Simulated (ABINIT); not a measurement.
Runs of ABINIT 10.8.3 (patched build) on V. It takes space group Im-3m (No. 229, cubic). Conventional cell: a = 3.029 Å, b = 3.029 Å, c = 3.029 Å, α = 90.00°, β = 90.00°, γ = 90.00°. V (site symmetry m-3m) has 8 V at 2.62 Å as nearest neighbours. 

```csv
task,level,potentials or basis,k mesh,cutoff (eV),fine-grid cutoff,mesh quality,gap on the mesh (eV),pressure (GPa),moment (μB)
band structure,revPBE,JTH PAW PBE v2.0,12 × 12 × 12,408,816.342 eV,not flagged,none,-1.9,0.00
band structure,PBEsol,JTH PAW PBE v2.0,12 × 12 × 12,408,816.342 eV,not flagged,none,-11.3,0.00
band structure,LDA,JTH PAW LDA v2.0,12 × 12 × 12,408,816.342 eV,not flagged,none,(a),0.00
band structure,PW91,JTH PAW PBE v2.0,12 × 12 × 12,408,816.342 eV,not flagged,none,-5.5,0.00
single point,PBE,JTH PAW PBE v2.0,16 × 16 × 16,408,816.342 eV,not flagged,none,-4.7,0.00
single point,r2SCAN,JTH PAW PBE v2.0,7 × 7 × 7,490,979.61 eV,coarse,none,-6.3,(b)
band structure,BLYP,JTH PAW PBE v2.0,12 × 12 × 12,408,816.342 eV,not flagged,none,-0.1,0.00
band structure,AM05,JTH PAW PBE v2.0,12 × 12 × 12,408,816.342 eV,not flagged,none,-11.5,0.00
single point,PBEsol,JTH PAW PBE v2.0,16 × 16 × 16,408,816.342 eV,not flagged,none,-11.1,0.00
band structure,BP86,JTH PAW PBE v2.0,12 × 12 × 12,408,816.342 eV,not flagged,none,-5.5,0.00
single point,PBEsol,JTH PAW PBE v2.0,5 × 5 × 5,408,816.342 eV,coarse,none,-9.5,(c)
```

Alike in all rows: spin collinear, ferromagnetic start; cell as given; smearing fermi-dirac 0.05 eV.

Fill in the values left out.

(a) -17.2; (b) 0.35; (c) 0.21.

Caveats: some runs use coarse meshes; the PAW data sets were made with another functional, which shifts forces and pressure a little (some runs); so large a pressure means that the cell lies far from this level's equilibrium, or that cutoff or potentials fall short (some runs).

A gap of «none» marks a metal or a gap under the smearing width.
